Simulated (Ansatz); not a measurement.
# Copper (simple cubic) across density functionals

All rows: Ansatz, plane waves with scalar-relativistic PAW, 420 eV (500 eV for the SCAN forms), relaxed under each functional, no dispersion correction, no zero-point motion. B₀ comes from uniform scaling at fixed shape; a dash is a value not given.

```json
{"functional": "PBE", "V (Å³/atom)": "13.94", "cell": "a = 2.407 Å", "B₀ (GPa)": "102", "magnetic state": "spin not included", "ΔE to fcc (meV/atom)": "471"}
{"functional": "r²SCAN", "V (Å³/atom)": "13.30", "cell": "a = 2.369 Å", "B₀ (GPa)": "119", "magnetic state": "spin not included", "ΔE to fcc (meV/atom)": "506"}
{"functional": "PBEsol", "V (Å³/atom)": "13.14", "cell": "a = 2.360 Å", "B₀ (GPa)": "124", "magnetic state": "spin not included", "ΔE to fcc (meV/atom)": "531"}
{"functional": "LDA", "V (Å³/atom)": "12.60", "cell": "a = 2.327 Å", "B₀ (GPa)": "141", "magnetic state": "spin not included", "ΔE to fcc (meV/atom)": "538"}
{"functional": "revPBE", "V (Å³/atom)": "14.35", "cell": "a = 2.430 Å", "B₀ (GPa)": "92", "magnetic state": "spin not included", "ΔE to fcc (meV/atom)": "454"}
{"functional": "RPBE", "V (Å³/atom)": "14.51", "cell": "a = 2.439 Å", "B₀ (GPa)": "89", "magnetic state": "spin not included", "ΔE to fcc (meV/atom)": "447"}
```

Task: What does BLYP give?

Result: V (Å³/atom): 14.81; cell: a = 2.456 Å; B₀ (GPa): 84; magnetic state: spin not included; ΔE to fcc (meV/atom): 317.
